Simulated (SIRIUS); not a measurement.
CuO:

```xyz
2
Lattice="0.0000 2.3273 2.3273 2.3273 0.0000 2.3273 2.3273 2.3273 0.0000" Properties=species:S:1:pos:R:3 pbc="T T T"
Cu    0.0000    0.0000    0.0000
O     1.1636    1.1636    1.1636
```

Measurements of this composition are mostly on another form, of space group No. 15.

Base run:

| Item | Value |
| --- | --- |
| Program | SIRIUS 7.12.0 |
| Functional | PBE |
| Potentials or basis | PseudoDojo 0.4.1 PBE standard (scalar relativistic) |
| Cutoff | 1254 eV |
| Density cutoff | 5016 eV |
| k mesh | 10 × 10 × 10 |
| Occupations | fermi-dirac, width 0.05 eV |
| Spin | no spin polarisation |
| Hubbard terms | Cu d U = 8 eV |

Its results: band gap on the k mesh none (metal or under the smearing width); pressure -4.5 GPa.

**Question.** The run is repeated on the same cell with these changes: hubbard terms from Cu d U = 8 eV to none; hubbard projectors from orthogonalised atomic orbitals to none; start of the occupations from the program's own to none. What comes out?

**Answer.** Band gap on the k mesh none (metal or under the smearing width); pressure -9.8 GPa.

Caveats: an odd number of electrons without spin polarisation forces a metal; a magnetic or distorted state may lie lower; the run has no spin polarisation, though such a crystal can be magnetic; U without spin polarisation on a metal has little footing (some runs); semilocal functionals often make such compounds metallic where correlation or magnetic order opens a gap, which also shifts bond lengths (some runs).
